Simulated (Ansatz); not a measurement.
**TiAl under changes of volume**

One of the cells (16.065 Å³/atom); the others are scaled copies at fixed shape and fractional positions:

```
Ti Al
1.0
     3.17906    0.00000    0.00000
     0.00000    3.17906    0.00000
     0.00000    0.00000    3.17906
Ti Al
1 1
Direct
  0.00000 0.00000 0.00000
  0.50000 0.50000 0.50000
```

The cell comes from a database or a generator and needn't be the stable form of this composition.

- Program: Ansatz 0.2.0
- Functional: LDA
- Potentials or basis: all-electron LAPW, scalar-relativistic
- Cutoff: 205 eV (chosen from the basis error)
- Basis error allowed: 0.001 eV/atom
- k mesh: 8 × 8 × 8
- Occupations: fermi-dirac, width 0.05 eV
- Spin: no spin polarisation

```csv
volume (Å³/atom),energy over the lowest point (meV/atom),pressure (GPa)
15.101,0.00,1.3
15.422,0.30,-1.3
15.743,?,?
16.065,15.41,-5.8
16.386,29.27,-7.8
16.707,46.77,-9.5
17.028,67.56,-11.0
```

**Question.** What does the run at 15.743 Å³/atom give?

**Answer.** Energy over the lowest point 5.60 meV/atom; pressure -3.7 GPa.

Worked out: A Birch-Murnaghan fit of order 3 (a polynomial in V^(-2/3)) to the other rows has its minimum at 15.24 Å³/atom with B0 = V·E''(V) = 125 GPa and B' = 4.0. It gives 5.59 meV/atom at 15.743 Å³/atom, against the run's 5.60, and -dE/dV = -3.8 GPa, against -3.7.

Energies are extrapolated to zero smearing.
